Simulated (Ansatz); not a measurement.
# Ca under changes of volume

One of the cells (43.632 Å³/atom); the others are scaled copies at fixed shape and fractional positions:

```
Ca
1.0
     0.00000    2.79420    2.79420
     2.79420    0.00000    2.79420
     2.79420    2.79420    0.00000
Ca
1
Direct
  0.00000 0.00000 0.00000
```

| Quantity | Value |
| --- | --- |
| Program | Ansatz 0.2.0 |
| Functional | PBE |
| Potentials or basis | Ansatz PAW |
| Cutoff | 420 eV (not typed: the program's choice for these potentials) |
| k mesh | 8 × 8 × 8 |
| Occupations | fermi-dirac, width 0.05 eV |
| Spin | no spin polarisation |

| volume (Å³/atom) | energy over the lowest point (meV/atom) | pressure (GPa) |
| --- | --- | --- |
| 41.014 | 1.55 | 0.5 |
| 41.886 | 0.00 | 0.1 |
| 42.759 | 0.44 | -0.2 |
| 43.632 | 2.71 | -0.6 |
| 44.504 | 6.66 | -0.9 |
| 45.377 | ? | ? |
| 46.250 | 18.98 | -1.4 |

Task: What does the run at 45.377 Å³/atom give?

Result: Energy over the lowest point 12.13 meV/atom; pressure -1.1 GPa.

Worked out: A Birch-Murnaghan fit of order 3 (a polynomial in V^(-2/3)) to the other rows has its minimum at 42.12 Å³/atom with B0 = V·E''(V) = 17.3 GPa and B' = 3.4. It gives 12.12 meV/atom at 45.377 Å³/atom, against the run's 12.13, and -dE/dV = -1.1 GPa, against -1.1.

Energies are extrapolated to zero smearing.
